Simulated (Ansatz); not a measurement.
Crystal: LiH.

```
Li H
1.0
     0.00000    2.03675    2.03675
     2.03675    0.00000    2.03675
     2.03675    2.03675    0.00000
Li H
1 1
Direct
  0.00000 0.00000 0.00000
  0.50000 0.50000 0.50000
```

Base run:

- Program: Ansatz 0.2.0
- Functional: PBEsol
- Potentials or basis: all-electron LAPW, scalar-relativistic
- Cutoff: 175 eV
- Density cutoff: 699 eV
- Basis error allowed: 0.001 eV/atom
- k mesh: 11 × 11 × 11
- Occupations: fermi-dirac, width 0.05 eV
- Spin: no spin polarisation

Its results: band gap on the k mesh 2.98 eV, direct; pressure -2.3 GPa.

Problem. After a change of settings the same cell gave: band gap on the k mesh 2.85 eV, direct; pressure -4.1 GPa. Which change was it?
A. potentials or basis from all-electron LAPW, scalar-relativistic to all-electron PAW datasets made for the crystal; k mesh from 11 × 11 × 11 to 8 × 8 × 8
B. functional from PBEsol to PBE; occupations from fermi-dirac, width 0.05 eV to gaussian, width 0.02 eV
C. potentials or basis from all-electron LAPW, scalar-relativistic to all-electron PAW datasets made for the crystal
D. functional from PBEsol to LDA

Solution. D.

LDA binds more tightly than PBEsol, so the same cell stands under less pressure.

Caveats: the mesh misses the band edges, which the band path finds closer together.

Not every run made on this cell is shown here.
